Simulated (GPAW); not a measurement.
Write an ASE script for GPAW 26.7.0 that does the following.

| Property | Result |
| --- | --- |
| Task | equation of state |
| Functional | LDA |
| Potentials or basis | the program's PAW data sets (release 1.2.1) made for this functional |
| Cutoff | 600 eV |
| Basis | pw |
| k mesh | 10 × 10 × 10 |
| Occupations | fermi-dirac, width 0.05 eV |
| Spin | no spin polarisation |
| Maxiter | 150 |
| Eos scales | [0.94, 0.96, 0.98, 1.0, 1.02, 1.04, 1.06] |

Crystal: Sb.

```
Sb
1.0
    -1.87134    1.87134    1.87134
     1.87134   -1.87134    1.87134
     1.87134    1.87134   -1.87134
Sb
1
Direct
  0.00000 0.00000 0.00000
```

This isn't the form of Sb at room conditions, which is rhombohedral.

These files were run (other wordings do the same):

run.py

```python
from ase import Atoms
from ase.eos import EquationOfState
from ase.io import Trajectory
from ase.units import GPa
from gpaw import GPAW, PW

atoms = Atoms(['Sb'],
              cell=[[-1.8713408863, 1.8713408863, 1.8713408863],
                    [1.8713408863, -1.8713408863, 1.8713408863],
                    [1.8713408863, 1.8713408863, -1.8713408863]],
              scaled_positions=[[0.0, 0.0, 0.0]],
              pbc=True)

traj = Trajectory('eos.traj', 'w')
volumes, energies = [], []
for x in [0.94, 0.96, 0.98, 1.0, 1.02, 1.04, 1.06]:
    a = atoms.copy()
    a.set_cell(atoms.cell * x**(1 / 3), scale_atoms=True)
    calc = GPAW(mode=PW(600),
                xc='LDA',
                kpts={'size': (10, 10, 10), 'gamma': True},
                occupations={'name': 'fermi-dirac', 'width': 0.05},
                nbands=15,
                convergence={'density': 1e-05, 'energy': 1e-05},
                maxiter=150,
                txt=f'eos-{x:.2f}.txt')
    a.calc = calc
    energies.append(a.get_potential_energy(force_consistent=True))
    volumes.append(a.get_volume())
    p = -a.get_stress()[:3].mean() / GPa
    calc.write(f'eos-{x:.2f}.gpw')
    traj.write(a)
    print(f'{x:.2f} {volumes[-1]:10.4f} A^3 {energies[-1]:14.6f} eV {p:9.3f} GPa', flush=True)

v0, e0, B = EquationOfState(volumes, energies, eos='birchmurnaghan').fit()
print(f'V0 = {v0:.4f} A^3, E0 = {e0:.6f} eV, B0 = {B / GPa:.2f} GPa')
```

Potentials or basis: the program's PAW data sets (release 1.2.1) made for this functional, pw.

Launch:

```sh
$ OMP_NUM_THREADS=1 python run.py
```

Results of the run:

| Item | Value |
| --- | --- |
| Equilibrium volume | 25.61 Å³/atom |
| Bulk modulus | 70 GPa |
| Pressure derivative of the bulk modulus | 4.2 |

Run time: 43 s on 1 thread of Intel(R) Xeon(R) Platinum 8488C (Sapphire Rapids), with other jobs on the host, peak memory 0.23 GiB.
